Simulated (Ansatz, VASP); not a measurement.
## TePb: VASP beside Ansatz

```
Pb Te
1.0
     0.00000    3.24815    3.24815
     3.24815    0.00000    3.24815
     3.24815    3.24815    0.00000
Pb Te
1 1
Direct
  0.00000 0.00000 0.00000
  0.50000 0.50000 0.50000
```

Alike in both runs: task single point; functional r2SCAN; k mesh 5 × 5 × 5; occupations gaussian, width 0.001 eV; no spin polarisation.

```csv
,VASP,Ansatz
version,VASP 6.6.1,Ansatz 0.2.0
potentials or method,"VASP PAW PBE potentials, release 64 (Pb_d, Te)",PAW plane waves
plane-wave cutoff (eV),520,500
valence electrons in the cell,20,30
```

```csv
,VASP,Ansatz,Ansatz less VASP
gap on the k mesh at the Fermi level (eV),1.49,1.49,-0.002
pressure (GPa),0.8,0.8,+0.01
```

With one functional, cell and mesh, what is left measures potentials, basis and numerics. The two sets of potentials don't hold the same shells in valence.

Caveats: the PAW data sets were made with another functional, which shifts forces and pressure a little (VASP). The runs have no spin-orbit coupling, so splittings on Pb, Te are missing.
